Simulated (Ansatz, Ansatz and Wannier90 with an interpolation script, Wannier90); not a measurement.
Planning a run of Ansatz 0.2.0 on AlAs (F-43m). The input:

```yaml
crystal:
  lattice:
    - [0.0, 2.8304, 2.8304]
    - [2.8304, 0.0, 2.8304]
    - [2.8304, 2.8304, 0.0]
  atoms:
    - { symbol: Al, position: [0.0, 0.0, 0.0] }
    - { symbol: As, position: [0.75, 0.75, 0.75] }
kpoints:
  mp_grid: { grid: [8, 8, 8] }
hamiltonian:
  xc: lda
scf:
  occupations: { method: fixed }
gw:
  n_empty_bands: 96
  ecut_chi: 96
  qp_bands: [v3, c4]
  screening: { model: contour_deformation }
```

```sh
ansatz run input.yaml --threads 12 --pin off --max-ram 22118MiB --backend cpu --events-out ev --progress --plain --runs-dir out
```

Question: Estimate wall time and host memory on 12 threads of Arm Neoverse V2, shared host.

It took 2.1 min; on shared hardware allow 63 s to 4.2 min. Peak host memory was 0.72 GiB. The sizes that set the cost: 893 plane waves a state, 29 irreducible k points, 105 bands summed, 113 plane waves in the screening and 6 SCF cycles.

The screening grows as filled bands × empty bands × pairs of k points, times the square of the screening basis for the matrix.

[Paths, hosts, dates, memory and timing lines, banners, echoed tables and standing remarks are left out of the program output.]

[Logs are printed without paths, hosts, clocks, repeated set-up lines and the standing remarks that a program may print on its own settings, such as how far it seeks lower states.]

[Runs of the session that timed out or met a known fault of the program may be left out.]

[Hosts, paths, dates, database ids (printed as entryN), source tags and the programs' standing remarks are cut or masked in the printed files.]
